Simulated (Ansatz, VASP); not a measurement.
GaP in VASP and in Ansatz

```
Ga P
1.0
     0.00000    2.71922    2.71922
     2.71922    0.00000    2.71922
     2.71922    2.71922    0.00000
Ga P
1 1
Direct
  0.00000 0.00000 0.00000
  0.25000 0.25000 0.25000
```

Alike in both runs: functional PBEsol; k mesh 8 × 8 × 8; occupations gaussian, width 0.02 eV; no spin polarisation.

Ansatz relaxed the structure, and its values are those at the end. VASP's run is a single point on that final structure, the one shown.

|  | VASP | Ansatz |
| --- | --- | --- |
| version | VASP 6.6.1 | Ansatz 0.2.0 |
| potentials or method | VASP PAW PBE potentials, release 64 (Ga_d, P) | scalar-relativistic, plane waves, PAW |
| plane-wave cutoff (eV) | 520 | 420 |
| valence electrons in the cell | 18 | 18 |

```csv
,VASP,Ansatz,Ansatz less VASP
gap on the k mesh at the Fermi level (eV),1.50,1.50,-0.003
least direct gap on the mesh (eV),1.80,1.80,-0.007
pressure (GPa),-0.1,0.0,+0.09
```

With one functional, cell and mesh, what is left measures potentials, basis and numerics.

Caveats: the PAW data sets were made with another functional, which shifts forces and pressure a little (VASP). A hybrid or GW would open this gap; PBEsol tends to underestimate it. A k mesh can miss the band edges.
